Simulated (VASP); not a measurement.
Input of a VASP 6.6.1 run:

File INCAR:

```
SYSTEM = BAs
  PREC = Accurate
  ENCUT = 600
  EDIFF = 1E-7
  ISMEAR = -1
  SIGMA = 0.05
  LREAL = .FALSE.
  LASPH = .TRUE.
  NELM = 100
  ALGO = Normal
  ISIF = 3
  LWAVE = .FALSE.
  LCHARG = .FALSE.
  METAGGA = RSCAN
  LMIXTAU = .TRUE.
  IBRION = 2
  NSW = 40
  EDIFFG = -0.01
```

Contents of KPOINTS:

```
regular mesh
0
G
  10 10 10
  0 0 0
```

The input POSCAR:

```
BAs
1.0
    0.0000000000      2.3885000000      2.3885000000
    2.3885000000      0.0000000000      2.3885000000
    2.3885000000      2.3885000000      0.0000000000
As B
1 1
Direct
    0.7500000000      0.7500000000      0.7500000000
    0.0000000000      0.0000000000      0.0000000000
```

Potentials or basis: VASP PAW PBE potentials, release 64 (As, B).

Run with:

```console
$ cat potpaw_PBE.64/As/POTCAR potpaw_PBE.64/B/POTCAR > POTCAR
$ mpirun -np 1 vasp_std > vasp.out
```

(1) What does it give for the space group after relaxing (to 0.05 Å)?

(2) Estimate the relaxed volume.

Answers

(1) F-43m (No. 216).

(2) 13.69 Å³/atom.

Caveat: the PAW data sets were made with another functional, which shifts forces and pressure a little.
